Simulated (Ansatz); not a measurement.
Nb: single point with PBE

Crystal: Nb.

```
Nb
1.0
     0.00000    2.11500    2.11500
     2.11500    0.00000    2.11500
     2.11500    2.11500    0.00000
Nb
1
Direct
  0.00000 0.00000 0.00000
```

This isn't the form of Nb at room conditions, which is bcc.

```json
{"Program": "Ansatz 0.2.0", "Task": "single point", "Functional": "PBE", "Potentials or basis": "Ansatz PAW", "Cutoff": "420 eV (not typed: the program's choice for these potentials)", "k mesh": "11 × 11 × 11", "Occupations": "gaussian, width 0.012 eV", "Spin": "no spin polarisation"}
```

```yaml
Pressure: -1.9 GPa
Band_gap_on_the_k_mesh: none (metal or under the smearing width)
```

Levels at points of the mesh, in eV from the Fermi level:
| k point | band 2 | band 3 | band 4 | band 5 | band 6 | band 7 | band 8 | band 9 | band 10 | band 11 |
| --- | --- | --- | --- | --- | --- | --- | --- | --- | --- | --- |
| (0.00, 0.00, 0.00) | -30.18 | -30.18 | -30.18 | -6.17 | 0.11 | 0.11 | 0.11 | 2.68 | 2.68 | 11.75 |

It took 0.61 s on 2 threads of Arm Neoverse V1, on a shared host, peak memory 0.26 GiB.
